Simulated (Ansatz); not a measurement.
Ca: from a trial structure to a relaxed crystal

The calculation used Ansatz 0.2.0, DFT PBE, scalar-relativistic, plane waves, PAW. Cutoff 420 eV, Γ-centred k mesh, Gaussian smearing, no spin polarisation in the final step.

The start puts Ca on the sites of a reported N cell (Pnma, No. 62), at a guessed volume.

```
Ca
1.0
     5.46288    0.00000    0.00000
     0.00000    9.05648    0.00000
     0.00000    0.00000    4.07329
Ca
4
Direct
  0.02050 0.25000 0.63480
  0.97950 0.75000 0.36520
  0.47950 0.75000 0.13480
  0.52050 0.25000 0.86520
```

Cell and atoms relax at zero pressure; the relaxation can't lower the symmetry of the start. After a coarse first stage the cell is made exact in the group found at 0.06 Å.

(1) Describe the relaxed structure.

(2) What are its volume, density and gap?

Answers

(1) It ends in P6_3/mmc (No. 194). The result has the hcp structure. Conventional cell: a = 3.900 Å, c = 6.436 Å. Ca is coordinated by 12 Ca at 3.90–3.93 Å.

```cif
data_structure
_symmetry_space_group_name_H-M 'P6_3/mmc'
_symmetry_Int_Tables_number 194
_cell_length_a 3.8998
_cell_length_b 3.8998
_cell_length_c 6.4355
_cell_angle_alpha 90.000
_cell_angle_beta 90.000
_cell_angle_gamma 120.000
_cell_volume 84.76
loop_
_atom_site_label
_atom_site_type_symbol
_atom_site_symmetry_multiplicity
_atom_site_Wyckoff_symbol
_atom_site_fract_x
_atom_site_fract_y
_atom_site_fract_z
_atom_site_occupancy
Ca1 Ca 2 c 0.66667 0.33333 0.75000 1
```

(2) The volume per atom is 42.38 Å³, the density is 1.57 g/cm³ and the gap on the 16×16×10 mesh is 0 eV (a metal).

The final run used a 16×16×10 mesh on its 2-atom cell and 0.10 eV smearing. A structure relaxed within its symmetry needn't be a true minimum. The steps took of the order of 90 core-seconds in all.